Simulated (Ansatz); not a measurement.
# Ti: the cost of one run

Program: Ansatz 0.2.0. Level of theory: DFT PBE, scalar-relativistic, plane waves, PAW. These are calculated values, not measurements.

2 further runs of the same task are left out: 1 that didn't finish, 1 set aside as unsound or not needed.

### 1 The structure to begin with

It takes space group P6_3/mmc (No. 194, hexagonal). The conventional cell has a = 2.938 Å, b = 2.938 Å, c = 4.651 Å, α = 90.00°, β = 90.00°, γ = 120.00°. Ti (site symmetry -6m2) is surrounded by 12 Ti at 2.88 to 2.94 Å.

Coordinates:

```cif
data_structure
_symmetry_space_group_name_H-M 'P6_3/mmc'
_symmetry_Int_Tables_number 194
_cell_length_a 2.9385
_cell_length_b 2.9385
_cell_length_c 4.6506
_cell_angle_alpha 90.000
_cell_angle_beta 90.000
_cell_angle_gamma 120.000
_cell_volume 34.78
loop_
_atom_site_label
_atom_site_type_symbol
_atom_site_symmetry_multiplicity
_atom_site_Wyckoff_symbol
_atom_site_fract_x
_atom_site_fract_y
_atom_site_fract_z
_atom_site_occupancy
Ti1 Ti 2 d 0.33333 0.66667 0.75000 1
```

It is built from the cell relaxed beforehand with the same method (17.39 Å³/atom).

### 2 The reference: the undisturbed cell on the scan's mesh

Input file input.yaml:

```yaml
crystal:
  lattice:
    - [-2.9384580613, 0.0, 0.0]
    - [-1.4692290307, -2.544779329, 0.0]
    - [0.0, 0.0, 13.951902045]
  atoms:
    - { symbol: Ti, position: [0.3333333333, 0.3333333333, 0.0833333333] }
    - { symbol: Ti, position: [0.3333333333, 0.3333333333, 0.4166666667] }
    - { symbol: Ti, position: [0.3333333333, 0.3333333333, 0.75] }
    - { symbol: Ti, position: [0.6666666667, 0.6666666667, 0.25] }
    - { symbol: Ti, position: [0.6666666667, 0.6666666667, 0.5833333333] }
    - { symbol: Ti, position: [0.6666666667, 0.6666666667, 0.9166666667] }
basis:
  ecutwfc: 420
kpoints:
  mp_grid: { grid: [23, 23, 5] }
hamiltonian:
  xc: pbe
scf:
  occupations: { method: gaussian, width: 0.15 }
output:
  forces: true
  stress: true
  eigenvalues: true
```

On the command line:

```console
ansatz run input.yaml --threads 2 --pin off --max-ram 5120MiB --backend cpu --events-out ev --progress --plain --runs-dir out
```

What time and memory should one allow on 2 threads of Intel Xeon 6975P-C (Granite Rapids), shared host?

About 12 s, with a peak of 0.78 GiB.
